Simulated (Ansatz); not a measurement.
# Ga (hcp type): how the settings move a single-point run

Question: which choices in the input matter for Ga (hcp type)?

Computed with Ansatz 0.2.0 (reference: DFT, PBE, all-electron LAPW, scalar-relativistic, unless a step's input says otherwise).

### 1 The structure to begin with

Symmetry: P6_3/mmc, No. 194, hexagonal system. The conventional cell has a = 2.248 Å, b = 2.248 Å, c = 3.755 Å, α = 90.00°, β = 90.00°, γ = 120.00°. Ga (site symmetry -6m2) has 12 Ga at 2.25 to 2.28 Å as nearest neighbours.

As a file:

```cif
data_structure
_symmetry_space_group_name_H-M 'P6_3/mmc'
_symmetry_Int_Tables_number 194
_cell_length_a 2.2481
_cell_length_b 2.2481
_cell_length_c 3.7549
_cell_angle_alpha 90.000
_cell_angle_beta 90.000
_cell_angle_gamma 120.000
_cell_volume 16.44
loop_
_atom_site_label
_atom_site_type_symbol
_atom_site_symmetry_multiplicity
_atom_site_Wyckoff_symbol
_atom_site_fract_x
_atom_site_fract_y
_atom_site_fract_z
_atom_site_occupancy
Ga1 Ga 2 c 0.33333 0.66667 0.25000 1
```

### 2 Reference

input.yaml reads:

```yaml
crystal:
  lattice:
    - [2.2481382343, 0.0, 0.0]
    - [-1.1240691172, 1.9469448221, 0.0]
    - [0.0, 0.0, 3.7549234179]
  atoms:
    - { symbol: Ga, position: [0.3333333333, 0.6666666667, 0.25] }
    - { symbol: Ga, position: [0.6666666667, 0.3333333333, 0.75] }
kpoints:
  mp_grid: { grid: [14, 14, 8] }
  band_path:
    path:
      - [0.0, 0.0, 0.0]
      - [0.5, 0.0, 0.0]
      - [0.3333333333, 0.3333333333, 0.0]
      - [0.0, 0.0, 0.0]
      - [0.0, 0.0, 0.5]
      - [0.5, 0.0, 0.5]
      - [0.3333333333, 0.3333333333, 0.5]
      - [0.0, 0.0, 0.5]
      - [0.5, 0.0, 0.5]
    npoints: 8
scf:
  occupations: { method: fermi_dirac, width: 0.1 }
hamiltonian:
  xc: pbe
  pseudopotentials: { kind: all_electron, lapw: { basis_error: 0.001 } }
output:
  forces: true
  stress: true
  eigenvalues: true
  populations: true
  dos: { projected: true, de: 0.2, e_range: [-14, 8] }
```

On the command line:

```bash
> ansatz run input.yaml --threads 1 --pin off --max-ram 2048MiB --backend cpu --events-out ev --progress --plain --runs-dir out
```

### 3 Changed: mp_grid.grid [5, 5, 3], preconditioner kerker_dos

input.yaml, as its differences from that of step 2:

```diff
@@ -9,3 +9,3 @@
 kpoints:
-  mp_grid: { grid: [14, 14, 8] }
+  mp_grid: { grid: [5, 5, 3] }
   band_path:
@@ -24,2 +24,3 @@
   occupations: { method: fermi_dirac, width: 0.1 }
+  mixing: { preconditioner: kerker_dos }
 hamiltonian:
@@ -32,2 +33 @@
   populations: true
-  dos: { projected: true, de: 0.2, e_range: [-14, 8] }
```

Before running it: what results should come out? Wanted: for each run, ending; energy change; pressure; gap; force.

As calculated:

```
                                                 run     ending   energy change  pressure (GPa)  gap (eV)  force (eV/Å)  cycles   time
                                           reference  converged               0           307.6      0.00          0.00       6   14 s
1: mp_grid.grid [5, 5, 3], preconditioner kerker_dos  converged  -63.2 meV/atom           308.6      0.00          0.00       7  4.5 s
```

Times don't compare one to one where runs were asked for different outputs or read a saved state (see the inputs); cycles may leave out searches for a lower state.

Residual by cycle in the longest SCF loop of each run; runs are numbered as in the table. The quantity is the density residual dr2, in eV.

```
cycle  reference    run 1
    1     0.0455   0.0435
    2     0.0102  0.00972
    3    0.00439  0.00738
    4     1.5e-4  0.00132
    5     5.9e-7   4.5e-5
    6     2.0e-9   8.9e-7
    7          -   4.3e-8
```

What this shows: Changing the k-point mesh and mixing moves the energy by -63.2 meV/atom, and the pressure goes from 307.6 to 308.6 GPa. Sampling errors of the energy have no fixed sign. Of the settings changed, the mesh is the one that moves energies this far. The structure is not at rest: the sound run finds 308 GPa, so these are no properties of the relaxed crystal. 
